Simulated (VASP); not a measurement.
The system is BN (Qingsongite).

```
B N
1.0
     0.00000    1.80750    1.80750
     1.80750    0.00000    1.80750
     1.80750    1.80750    0.00000
B N
1 1
Cartesian
  0.0000 0.0000 0.0000
  0.9038 0.9038 0.9038
```

```yaml
Program: VASP 6.6.1
Task: relaxation of cell and atoms
Functional: RPBE
Potentials_or_basis: VASP PAW PBE potentials, release 64 (B, N)
Cutoff: 600 eV
k_mesh: 14 × 14 × 14
Occupations: gaussian, width 0.03 eV
Spin: no spin polarisation
```

At the start: pressure 9.0 GPa; volume 5.91 Å³/atom.

Problem. Where does the relaxation end?

Solution. Over 3 steps the energy falls by 3.9 meV/atom and the volume is 6.05 Å³/atom (+2.4 %); space group F-43m (No. 216, to 0.05 Å).

The path:
```tsv
step	energy change (eV)	largest force (eV/Å)	pressure (GPa)	volume (Å³)
1	0.0000	0.0000	8.97	11.81
2	-0.0003	0.0000	-8.14	12.38
3	-0.0078	0.0000	0.00	12.10
```

Final structure:
```xyz
2
Lattice="0.0000 1.8219 1.8219 1.8219 0.0000 1.8219 1.8219 1.8219 0.0000" Properties=species:S:1:pos:R:3 pbc="T T T"
B     0.0000    0.0000    0.0000
N     0.9110    0.9110    0.9110
```

Caveat: the PAW data sets were made with another functional, which shifts forces and pressure a little.
